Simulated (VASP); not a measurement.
# MoS2 (Fm-3m) in VASP: a series of runs, part 2 of 2

VASP 6.6.1. Earlier steps stand in the parts before.

## 3. Single point, PBE

The input, INCAR:

```
  ALGO = Fast
  EDIFF = 1E-7
  ENCUT = 520
  GGA = PE
  ISIF = 2
  ISMEAR = -1
  LASPH = T
  LCHARG = F
  LREAL = F
  LWAVE = F
  NBANDS = 20
  NELM = 80
  PREC = Accurate
  SIGMA = 0.02
```

The input, KPOINTS:

```
k-points
0
Gamma
  6 6 6
```

The input, POSCAR:

```
MoS2
1.0
    0.0000000000      2.9323968553      2.9323968553
    2.9323968553      0.0000000000      2.9323968553
    2.9323968553      2.9323968553      0.0000000000
Mo S
1 2
Direct
    0.0000000000      0.0000000000      0.0000000000
    0.2500000000      0.2500000000      0.2500000000
    0.7500000000      0.7500000000      0.7500000000
```

Potentials or basis: VASP PAW PBE potentials, release 64 (Mo_sv, S).

Command:

```
cat potpaw_PBE.64/Mo_sv/POTCAR potpaw_PBE.64/S/POTCAR > POTCAR
mpirun -np 1 vasp_std > vasp.out
```

OUTCAR:

```text
EDIFF = 1E-7
   ENCUT = 520
   GGA = PE
   ISIF = 2
   ISMEAR = -1
   LASPH = T
   LREAL = F
   NELM = 80
   PREC = Accurate

 ion  position               nearest neighbor table
   1  0.000  0.000  0.000-   3 2.54   3 2.54   3 2.54   2 2.54   2 2.54   2 2.54   3 2.54   2 2.54

   2  0.250  0.250  0.250-   1 2.54   1 2.54   1 2.54   1 2.54
   3  0.750  0.750  0.750-   1 2.54   1 2.54   1 2.54   1 2.54

  LATTYP: Found a face centered cubic cell.
 ALAT       =     5.8647937106

  Lattice vectors:

 A1 = (   0.0000000000,   2.9323968553,   2.9323968553)
 A2 = (   2.9323968553,   0.0000000000,   2.9323968553)
 A3 = (   2.9323968553,   2.9323968553,   0.0000000000)

Analysis of symmetry for initial positions (statically):
=====================================================================
 Subroutine PRICEL returns:
 Original cell was already a primitive cell.

 Routine SETGRP: Setting up the symmetry group for a
 face centered cubic supercell.

 Subroutine GETGRP returns: Found 48 space group operations
 (whereof 48 operations were pure point group operations)
 out of a pool of 48 trial point group operations.

The static configuration has the point symmetry O_h .

Analysis of symmetry for dynamics (positions and initial velocities):
=====================================================================
 Subroutine PRICEL returns:
 Original cell was already a primitive cell.

 Routine SETGRP: Setting up the symmetry group for a
 face centered cubic supercell.

 Subroutine GETGRP returns: Found 48 space group operations
 (whereof 48 operations were pure point group operations)
 out of a pool of 48 trial point group operations.

[... 104 lines left out ...]
   NELECT =      26.0000    total number of electrons
   NUPDOWN=      -1.0000    fix difference up-down
   EMIN   =  10.00;   EMAX   =-10.00  energy-range for DOS
   EFERMI =   0.00;   METHOD = LEGACY
   ISMEAR =    -1;   SIGMA  =   0.02  broadening in eV -4-tet -1-fermi 0-gaus
   EFERMI_NEDOS =   21; number of points for ismear=-14 and -15
   IALGO  =     68    algorithm
   IMIX   =      4    mixing-type and parameters
     AMIX     =   0.40;   BMIX     =  1.00
     AMIX_MAG =   1.60;   BMIX_MAG =  1.00
  volume/ion in A,a.u.               =      16.81       113.44
  Fermi-wavevector in a.u.,A,eV,Ry     =   1.312703  2.480649 23.445418  1.723190
  Thomas-Fermi vector in A             =   2.443077
   LORBIT       =      0    0 simple, 1 ext, 2 COOP (PROOUT), +10 PAW based schemes
   GGA     = PE    functional components
   LHFCALC =     F    Hartree Fock is set to
   AEXX    =    0.0000 exact exchange contribution
   IVDW    =     0    specifies the selected vdW correction
   LEPSILON=     F    determine dielectric tensor
   LRPA    =     F    only Hartree local field effects (RPA)
 non-spin polarized calculation
 RMM-DIIS sequential band-by-band and
  energy-cutoff  :      520.00
  volume of cell :       50.43
 maximum number of plane-waves:      1380
   NGX = 15   NGY = 15   NGZ = 15

 number of electron      25.9999997 magnetization

 Free energy of the ion-electron system (eV)
  ---------------------------------------------------
  ext. energy  EPLUGINS =         0.00000000
  ---------------------------------------------------
  free energy    TOTEN  =       -19.59501522 eV

  energy without entropy =      -19.58592484  energy(sigma->0) =      -19.59047003

 E-fermi :   8.3575     XC(G=0): -11.2535

 val. band max:        8.3439459916   @ k =   0.3333   0.0000   0.0000
 cond. band min:       8.3718920736   @ k =   0.5000   0.3333   0.0000
 fundamental gap:      0.0279460821
 Fermi energy:         8.3575410067

 k-point     1 :       0.0000    0.0000    0.0000
  band No.  band energies     occupation
      1     -52.7304      2.00000
      2     -26.8175      2.00000
      3     -26.8175      2.00000
      4     -26.8175      2.00000
      5      -6.9718      2.00000
      6      -2.4030      2.00000
[... 357 lines left out ...]
     19      16.4751      0.00000
     20      16.7333      0.00000

------------------------ aborting loop because EDIFF is reached ----------------------------------------

  FORCE on cell =-STRESS in cart. coord.  units (eV):
  Direction    XX          YY          ZZ          XY          YZ          ZX
  --------------------------------------------------------------------------------------
  -------------------------------------------------------------------------------------
  Total        0.2537025      0.2537025      0.2537025     -0.0000000     -0.0000000     -0.0000000
  in kB        8.0600391      8.0600391      8.0600391     -0.0000000     -0.0000000     -0.0000000
  external PRESSURE =       8.0600391 kB  Pullay stress =       0.0000000 kB

 VOLUME and BASIS-vectors are now :
 -----------------------------------------------------------------------------
  energy-cutoff  :      520.00
  volume of cell :       50.43
      direct lattice vectors                 reciprocal lattice vectors
     0.000000000  2.932396855  2.932396855    -0.170508981  0.170508981  0.170508981
     2.932396855  0.000000000  2.932396855     0.170508981 -0.170508981  0.170508981
     2.932396855  2.932396855  0.000000000     0.170508981  0.170508981 -0.170508981

 POSITION                                       TOTAL-FORCE (eV/Angst)
 -----------------------------------------------------------------------------------
      0.00000      0.00000      0.00000        -0.000000     -0.000000     -0.000000
      1.46620      1.46620      1.46620        -0.000000     -0.000000     -0.000000
      4.39860      4.39860      4.39860         0.000000      0.000000      0.000000
 -----------------------------------------------------------------------------------
    total drift:                                0.000000     -0.000000      0.000000

  FREE ENERGIE OF THE ION-ELECTRON SYSTEM (eV)
  ---------------------------------------------------
  free  energy   TOTEN  =       -19.5950152215 eV

  energy  without entropy=      -19.5859248417  energy(sigma->0) =      -19.59047003
```

OSZICAR:

```text
N       E                     dE             d eps       ncg     rms          rms(c)
DAV:   1     0.180372513203E+03    0.18037E+03   -0.13498E+04   640   0.123E+03
DAV:   2    -0.129458464229E+02   -0.19332E+03   -0.18837E+03   764   0.318E+02
DAV:   3    -0.210600158522E+02   -0.81142E+01   -0.79466E+01   780   0.580E+01
DAV:   4    -0.211730506685E+02   -0.11303E+00   -0.11293E+00   748   0.712E+00
DAV:   5    -0.211750568737E+02   -0.20062E-02   -0.20061E-02   812   0.898E-01    0.192E+01
RMM:   6    -0.203838213230E+02    0.79124E+00   -0.70754E+00   661   0.149E+01    0.895E+00
RMM:   7    -0.196466671090E+02    0.73715E+00   -0.10996E+00   640   0.712E+00    0.668E+00
RMM:   8    -0.195946451963E+02    0.52022E-01   -0.98560E-02   720   0.228E+00    0.971E-01
RMM:   9    -0.195946195801E+02    0.25616E-04   -0.16811E-02   783   0.792E-01    0.254E-01
RMM:  10    -0.195949002204E+02   -0.28064E-03   -0.27014E-03   726   0.385E-01    0.961E-02
RMM:  11    -0.195950237120E+02   -0.12349E-03   -0.98928E-04   740   0.205E-01    0.624E-02
RMM:  12    -0.195950123644E+02    0.11348E-04   -0.15909E-04   755   0.960E-02    0.171E-02
RMM:  13    -0.195950139248E+02   -0.15604E-05   -0.40513E-05   773   0.449E-02    0.818E-03
RMM:  14    -0.195950147936E+02   -0.86875E-06   -0.64455E-06   799   0.182E-02    0.480E-03
RMM:  15    -0.195950150268E+02   -0.23326E-06   -0.11235E-06   735   0.899E-03    0.143E-03
RMM:  16    -0.195950152070E+02   -0.18018E-06   -0.31209E-07   554   0.420E-03    0.492E-04
RMM:  17    -0.195950152215E+02   -0.14458E-07   -0.67362E-08   402   0.164E-03
   1 F= -.19595015E+02 E0= -.19590470E+02  d E =-.909038E-02
```

It took 8.6 s on 1 thread of Intel Xeon 6975P-C (Granite Rapids), shared host; peak memory 0.17 GiB.

What came out:

| Quantity | Value |
| --- | --- |
| Free energy | -19.5950 eV |
| Pressure | 0.8 GPa |
| Band gap on the k mesh | none (metal or under the smearing width) |

## 4. Single point, PBE

The input, INCAR:

```
PREC = Accurate
ENCUT = 520
EDIFF = 1E-6
ISMEAR = -1
SIGMA = 0.02
LREAL = F
LASPH = T
NELM = 60
ALGO = Fast
ISIF = 2
LWAVE = F
LCHARG = F
GGA = PE
NBANDS = 20
```

The input, KPOINTS:

```
Automatic mesh
0
Gamma
  6 6 6
  0.5 0.5 0.5
```

POSCAR is that of step 3.

Command:

```
cat potpaw_PBE.64/Mo_sv/POTCAR potpaw_PBE.64/S/POTCAR > POTCAR
mpirun -np 1 vasp_std > vasp.out
```

Wall time 11 s (1 thread of Intel Xeon 6975P-C (Granite Rapids), shared host); peak memory 0.18 GiB.

The run converged. Its results:

| Property | Result |
| --- | --- |
| Free energy | -19.5864 eV |
| Pressure | 0.2 GPa |
| Band gap on the k mesh | none (metal or under the smearing width) |

Levels at points of the mesh, in eV from the Fermi level:
```tsv
k point	band 9	band 10	band 11	band 12	band 13	band 14	band 15	band 16	band 17	band 18
(0.08, 0.08, 0.08)	-5.86	-1.46	-1.46	-0.83	-0.16	-0.16	3.39	3.90	3.90	5.48
```

## 5. Overview

| level | k mesh | exchange at q = 0 | grid for exact exchange (PRECFOCK) | screening parameter | mesh quality | gap on the mesh (eV) | pressure (GPa) |
| --- | --- | --- | --- | --- | --- | --- | --- |
| HSE06 | 4 × 4 × 4 | truncated | Normal | 0.2079 1/A | coarse | none | -4.8 |
| PBE | 6 × 6 × 6 | - | - | - | not flagged | none | 0.8 |
| PBE | 6 × 6 × 6, shifted | - | - | - | not flagged | none | 0.2 |

Alike in all rows: task single point; potentials or basis VASP PAW PBE potentials, release 64 (Mo_sv, S); no spin polarisation; cell as given; cutoff (eV) 520; smearing fermi-dirac 0.02 eV.

Caveats: some runs use coarse meshes; the PAW data sets were made with another functional, which shifts forces and pressure a little (some runs).

Total energies depend on the potentials used, so only differences within one code and one set of settings carry meaning.
